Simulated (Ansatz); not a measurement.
# PbSe (Clausthalite) (Fm-3m) in Ansatz: further runs

One crystal, PbSe (Clausthalite), is run at these levels: PBE, revPBE+D4; tasks: single point, relaxation of cell and atoms.

All numbers are computed with Ansatz 0.2.0; they aren't measurements. Logs are shortened: lines on timing, memory, paths and dates and some standing lists are left out, and cuts for length are marked.

**The experiment to reproduce.**

From a printed reference work, monograph, for a bulk crystal of PbSe: band gap 0.15 eV (direct) at 4.2 K; band gap 0.28 eV (direct) at 300 K.

How close the calculation comes is told below.

## (1) The structure

The structure is cubic, space group Fm-3m (No. 225). Conventional cell: a = 6.121 Å, b = 6.121 Å, c = 6.121 Å, α = 90.00°, β = 90.00°, γ = 90.00°. Around Pb (site symmetry m-3m) lie 6 Se at 3.06 Å. Se (site symmetry m-3m) is surrounded by 6 Pb at 3.06 Å.

## (2) Single point, PBE

Input file input.yaml:

```yaml
crystal:
  lattice:
    - [0.0, 3.06065, 3.06065]
    - [3.06065, 0.0, 3.06065]
    - [3.06065, 3.06065, 0.0]
  atoms:
    - { symbol: Pb, position: [0.0, 0.0, 0.0] }
    - { symbol: Se, position: [0.5, 0.5, 0.5] }
kpoints:
  mp_grid: { grid: [8, 8, 8] }
scf:
  occupations: { method: gaussian, width: 0.1 }
hamiltonian:
  xc: pbe
  pseudopotentials: { kind: all_electron, lapw: { basis_error: 0.001 } }
output:
  forces: true
  stress: true
  eigenvalues: true
```

Potentials or basis: all-electron LAPW, scalar-relativistic.

Launch:

```sh
ansatz run input.yaml --threads 1 --pin off --max-ram 3072MiB --backend cpu --events-out ev --progress --plain --runs-dir out
```

The program printed:

```text
Warning: RAYON_NUM_THREADS=1 ignored (pool sized by the plan → 1); use --threads N
LAPW: plane waves up to 7.016 Å⁻¹, error target 1.0e-3 eV per atom; small_component_spin mean_spin; Se in spheres of 1.439 Å, 24 of its electrons in bands, Dirac shells []; Pb in spheres of 1.621 Å, 36 of its electrons in bands, Dirac shells [] (how accurate: hamiltonian.pseudopotentials.lapw.basis_error, Limitations)
Engine: ansatz 0.2.0, x86_64-unknown-linux-gnu
Pseudopotentials: kind: all_electron
Pseudopotential: Pb, LAPW, valence charge 36, lapw/all_electron/scalar/gaussian/Pb, Koelling and Harmon's equation, gaussian nucleus
Pseudopotential: Se, LAPW, valence charge 24, lapw/all_electron/scalar/gaussian/Se, Koelling and Harmon's equation, gaussian nucleus
Functional definition: PBE
  parameter kappa = 0.804
  parameter beta = 0.06672455060314922
  exchange = pbe_x(kappa = kappa, mu = beta*pi^2/3)
  correlation = pbe_c(beta = beta)
Crystal: 2 atoms, lattice volume = 57.342 Å³
Basis set: ecut = 187.5418282807429 eV, 331 PW (Γ), exchange–correlation at level 2
Bands: 36, of which v1, the nominal top of the filled ones, is band 30 counted from 1 (29 counted from 0)
Symmetry: 48 space group operations
Space group: Fm-3m (ITA 225), of the structure as read, at distance tolerance 3.9e-5 Å
k-points: 29 of 512
Non-local potential: Pb, projectors of the file, none
Non-local potential: Se, projectors of the file, none
Initial density: superposition of atomic densities (chi_scale 0.1, normalization cell, long waves kept (reshape's long-wave potential 0.00 eV rms))
Initial wavefunctions: plane waves of lowest kinetic energy (no species holds an atomic orbital)
Functional: x = pbe(κ = 0.804, μ = 0.2195149727645171), c = pbe(β = 0.06672455060314922)
iter 1 solved again at ethr=1.42e-3 eV; its pass at ethr=1.00e-1 eV (dr2=8.50e-1 eV) is discarded
SCF iter   1: F=—  HF=-634193.660623 eV  |F-HF|=—  |Δ(HF+E_count)|=         —  Δρ=2.48e-2  dr2=8.50e-1  ethr=1.42e-3  ⟨swp⟩=2.0  Hψ=6418  notcnv=0
preconditioner: auto → none  [insulator: Δε(μ)=0.591 eV  Ē_g=16.883 eV  σ=0.100 eV  W_gap=1.00  n_scr=14 (ndim 8)  ℏωp=21.9 eV  f_vac=0.122  D(μ)=0.00/eV (n_scr^D=0)  ε∞_Penn≈2.7]
iter 2 solved again at ethr=3.01e-5 eV; its pass at ethr=1.42e-3 eV (dr2=1.80e-2 eV) is discarded
SCF iter   2: F=—  HF=-634193.404053 eV  |F-HF|=—  |Δ(HF+E_count)|=   2.57e-1  Δρ=5.33e-3  dr2=1.81e-2  ethr=3.01e-5  ⟨swp⟩=2.0  Hψ=5421  notcnv=0
SCF iter   3: F=—  HF=-634193.371573 eV  |F-HF|=—  |Δ(HF+E_count)|=   3.25e-2  Δρ=3.32e-3  dr2=1.12e-2  ethr=3.01e-5  ⟨swp⟩=2.8  Hψ=3147  notcnv=0
SCF iter   4: F=—  HF=-634193.373300 eV  |F-HF|=—  |Δ(HF+E_count)|=   1.73e-3  Δρ=8.99e-4  dr2=6.65e-4  ethr=1.86e-5  ⟨swp⟩=2.0  Hψ=3104  notcnv=0
SCF iter   5: F=—  HF=-634193.373552 eV  |F-HF|=—  |Δ(HF+E_count)|=   2.52e-4  Δρ=1.17e-4  dr2=8.64e-6  ethr=1.11e-6  ⟨swp⟩=2.5  Hψ=3121  notcnv=0
SCF iter   6: F=—  HF=-634193.373565 eV  |F-HF|=—  |Δ(HF+E_count)|=   1.30e-5  Δρ=2.03e-5  dr2=3.73e-7  ethr=1.44e-8  ⟨swp⟩=3.0  Hψ=3223  notcnv=0
SCF iter   7: F=-634193.373564 eV  HF=-634193.373564 eV  |F-HF|=7.22e-9  |Δ(HF+E_count)|=   2.01e-7  Δρ=6.20e-6  dr2=3.92e-8  ethr=6.21e-10  ⟨swp⟩=3.0  Hψ=3197  notcnv=0
SCF 1 converged in 7 iterations: F = -634193.373564 eV  dr2 = 3.92e-8
SCF converged after 7 iterations
Free energy (F): -634193.373564 eV
Harris-Foulkes:  -634193.373564 eV  (|F-HF|=7.22e-9)
Internal energy: -634193.373449 eV  (E = F + TS)
E sigma→0 (E₀):  -634193.373506 eV
Entropy (-TS):   -0.000116 eV (-0.058 meV/atom)
Fermi energy:    11.907258 eV
--- Per-component energies (eV) ---
  E_band       = -3853.940830
  E_kinetic    = 722667.285052
  E_xc         = -12976.428511
  E_electrostatic = -1343884.229990  (all electrons and nuclei)
  E_smearing   = -0.000116  (= −TS)
  E_closure    = 0.000000  (closes the sum)
  E_atoms      = -634185.215359  (free atoms, spherical and without spin; not in F)
  Σ components = -634193.373564   (vs F -634193.373564, Δ=0.00e0)
  Basis errors (estimates in eV, not in F): energy 3.6e-4 per atom: plane waves 3.3e-4 (1.8e-4 summed), levels above the bands 0.0e0, relativity 5.8e-8, radial functions 2.4e-5, core shells 1.4e-8; eigenvalues (radial functions only) 3.9e-6; not estimated: angular momenta, meshes, grids; target (lapw.basis_error) 1.0e-3; muffin-tin radii Se 1.439 Å, Pb 1.621 Å
--- Forces (eV/Å), atoms counted from 1 ---
  atom   1  Pb    -0.00000000     0.00000000    -0.00000000
  atom   2  Se     0.00000000    -0.00000000    -0.00000000
  max |Σ_I F_I| component: 6.45e-31 eV/Å
--- Stress (GPa, compression-positive) ---
        2.427002       0.000000       0.000000
        0.000000       2.427002      -0.000000
        0.000000      -0.000000       2.427002
  P = ⅓ Tr σ = 2.4270 GPa (24.270 kbar)
--- Band table (eV; the first three rows and the last of 29) ---
  k-point 0: bands = ["-195.7873", "-135.2539", "-135.2539", "-135.2539", "-127.7337", "-116.7617", "-116.7593", "-116.7593", "-116.7593", "-116.7573", "-116.7573", "-116.7573", "-69.5785", "-69.5785", "-69.5785", "-35.4684", "-35.4684", "-35.4662", "-35.4662", "-35.4662", "-5.0874", "-5.0874", "-5.0874", "-5.0837", "-5.0837", "-1.8380", "5.4635", "9.8774", "9.8774", "9.8774", "16.4713", "16.4713", "16.4713", "18.2802", "18.2802", "18.2802"]
  k-point 1: bands = ["-195.7873", "-135.2539", "-135.2539", "-135.2539", "-127.7337", "-116.7617", "-116.7593", "-116.7593", "-116.7593", "-116.7573", "-116.7573", "-116.7573", "-69.5785", "-69.5785", "-69.5785", "-35.4684", "-35.4684", "-35.4662", "-35.4662", "-35.4662", "-5.0883", "-5.0883", "-5.0869", "-5.0817", "-5.0817", "-1.7199", "5.0684", "9.9185", "9.9185", "10.1553", "15.4090", "15.7954", "15.7954", "18.0994", "18.6238", "18.6238"]
  k-point 2: bands = ["-195.7873", "-135.2539", "-135.2539", "-135.2539", "-127.7337", "-116.7617", "-116.7593", "-116.7593", "-116.7593", "-116.7573", "-116.7573", "-116.7573", "-69.5785", "-69.5785", "-69.5785", "-35.4684", "-35.4684", "-35.4662", "-35.4662", "-35.4662", "-5.0967", "-5.0967", "-5.0857", "-5.0703", "-5.0703", "-1.3956", "4.1971", "10.0383", "10.0383", "10.7129", "13.9221", "14.6725", "14.6725", "18.2916", "19.4896", "19.4896"]
  k-point 28: bands = ["-195.7873", "-135.2539", "-135.2539", "-135.2539", "-127.7337", "-116.7617", "-116.7593", "-116.7593", "-116.7593", "-116.7573", "-116.7573", "-116.7573", "-69.5785", "-69.5785", "-69.5785", "-35.4684", "-35.4684", "-35.4661", "-35.4661", "-35.4661", "-5.1753", "-5.0842", "-5.0751", "-5.0751", "-5.0427", "-0.3761", "3.7535", "7.5273", "7.5273", "10.9641", "13.6487", "16.7072", "16.7072", "19.4896", "19.4896", "23.5774"]
```

It took 4.2 s on 1 thread of AMD EPYC 9R45 (Zen 5), shared host; peak memory 0.35 GiB.

What came out:

| Property | Result |
| --- | --- |
| Free energy | -634193.3736 eV |
| Pressure | 2.4 GPa |
| Band gap on the k mesh | 0.28 eV, direct |

Caveat: spin-orbit coupling is left out, which as a rule narrows the gap of such compounds by several tenths of an eV.

## (3) Single point, PBE

Changes to input.yaml since step 2:

```diff
@@ -11,3 +11,3 @@
 scf:
-  occupations: { method: gaussian, width: 0.1 }
+  occupations: { method: gaussian, width: 0.024 }
 hamiltonian:
```

Potentials or basis: all-electron LAPW, scalar-relativistic.

Launch:

```sh
ansatz run input.yaml --threads 1 --pin off --max-ram 3072MiB --backend cpu --events-out ev --progress --plain --runs-dir out
```

The program printed:

```text
Warning: RAYON_NUM_THREADS=1 ignored (pool sized by the plan → 1); use --threads N
LAPW: plane waves up to 7.016 Å⁻¹, error target 1.0e-3 eV per atom; small_component_spin mean_spin; Se in spheres of 1.439 Å, 24 of its electrons in bands, Dirac shells []; Pb in spheres of 1.621 Å, 36 of its electrons in bands, Dirac shells [] (how accurate: hamiltonian.pseudopotentials.lapw.basis_error, Limitations)
[... 1 set-up line as earlier in the session ...]
[... 57 lines left out ...]
  k-point 1: bands = ["-195.7869", "-135.2535", "-135.2535", "-135.2535", "-127.7336", "-116.7616", "-116.7592", "-116.7592", "-116.7592", "-116.7572", "-116.7572", "-116.7572", "-69.5784", "-69.5784", "-69.5784", "-35.4680", "-35.4680", "-35.4658", "-35.4658", "-35.4658", "-5.0882", "-5.0882", "-5.0868", "-5.0816", "-5.0816", "-1.7197", "5.0685", "9.9186", "9.9186", "10.1554", "15.4091", "15.7954", "15.7954", "18.0995", "18.6239", "18.6239"]
  k-point 2: bands = ["-195.7869", "-135.2535", "-135.2535", "-135.2535", "-127.7336", "-116.7616", "-116.7592", "-116.7592", "-116.7592", "-116.7572", "-116.7572", "-116.7572", "-69.5784", "-69.5784", "-69.5784", "-35.4680", "-35.4680", "-35.4658", "-35.4658", "-35.4658", "-5.0966", "-5.0966", "-5.0856", "-5.0703", "-5.0703", "-1.3954", "4.1972", "10.0384", "10.0384", "10.7131", "13.9222", "14.6725", "14.6725", "18.2917", "19.4897", "19.4897"]
  k-point 28: bands = ["-195.7869", "-135.2535", "-135.2535", "-135.2535", "-127.7336", "-116.7616", "-116.7592", "-116.7592", "-116.7592", "-116.7572", "-116.7572", "-116.7572", "-69.5784", "-69.5784", "-69.5784", "-35.4681", "-35.4680", "-35.4658", "-35.4658", "-35.4657", "-5.1752", "-5.0841", "-5.0750", "-5.0750", "-5.0427", "-0.3758", "3.7535", "7.5275", "7.5275", "10.9643", "13.6488", "16.7073", "16.7073", "19.4897", "19.4897", "23.5775"]
```

It took 4.4 s on 1 thread of AMD EPYC 9R45 (Zen 5), shared host; peak memory 0.34 GiB.

What came out:

```
Free energy            : -634193.3735 eV
Pressure               : 2.4 GPa
Band gap on the k mesh : 0.28 eV, direct
```

Caveat: spin-orbit coupling is left out, which as a rule narrows the gap of such compounds by several tenths of an eV.

## (4) Single point, PBE

Changes to input.yaml since step 3:

```diff
@@ -11,3 +11,3 @@
 scf:
-  occupations: { method: gaussian, width: 0.024 }
+  occupations: { method: gaussian, width: 0.016 }
 hamiltonian:
```

Launch:

```sh
ansatz run input.yaml --threads 1 --pin off --max-ram 3072MiB --backend cpu --events-out ev --progress --plain --runs-dir out
```

Wall time 3.3 s (1 thread of AMD EPYC 9R45 (Zen 5), shared host); peak memory 0.34 GiB.

The run converged. Its results:

| Quantity | Value |
| --- | --- |
| Free energy | -634193.3735 eV |
| Pressure | 2.4 GPa |
| Band gap on the k mesh | 0.28 eV, direct |

Levels at points of the mesh, in eV from the valence-band top:
| k point | band 28 | band 29 | band 30 | band 31 | band 32 | band 33 |
| --- | --- | --- | --- | --- | --- | --- |
| (0.00, 0.00, 0.00) | -1.89 | -1.89 | -1.89 | 4.71 | 4.71 | 4.71 |
| (0.00, 0.00, -0.50) | -1.48 | -1.48 | 0.00 | 0.28 | 1.69 | 1.69 |
| (0.00, -0.50, -0.50) | -4.99 | -3.24 | -3.24 | 3.69 | 5.60 | 5.60 |

Caveat: spin-orbit coupling is left out, which as a rule narrows the gap of such compounds by several tenths of an eV.

## (5) Single point, PBE

Changes to input.yaml since step 4:

```diff
@@ -11,3 +11,3 @@
 scf:
-  occupations: { method: gaussian, width: 0.016 }
+  occupations: { method: gaussian, width: 0.02 }
 hamiltonian:
```

Launch:

```sh
ansatz run input.yaml --threads 1 --pin off --max-ram 3072MiB --backend cpu --events-out ev --progress --plain --runs-dir out
```

Wall time 3.3 s (1 thread of AMD EPYC 9R45 (Zen 5), shared host); peak memory 0.34 GiB.

The run converged. Its results:

* Free energy: -634193.3735 eV
* Pressure: 2.4 GPa
* Band gap on the k mesh: 0.28 eV, direct

Levels at points of the mesh, in eV from the valence-band top:
```
             k point  band 26  band 27  band 28  band 29  band 30  band 31  band 32  band 33  band 34  band 35
  (0.00, 0.00, 0.00)   -13.60    -6.30    -1.89    -1.89    -1.89     4.71     4.71     4.71     6.52     6.52
 (0.00, 0.00, -0.50)   -12.54    -8.80    -1.48    -1.48     0.00     0.28     1.69     1.69     8.54    10.17
(0.00, -0.50, -0.50)   -12.17    -7.38    -4.99    -3.24    -3.24     3.69     5.60     5.60     6.04    11.33
```

Caveat: spin-orbit coupling is left out, which as a rule narrows the gap of such compounds by several tenths of an eV.

(Continued in part 2 of 2.)
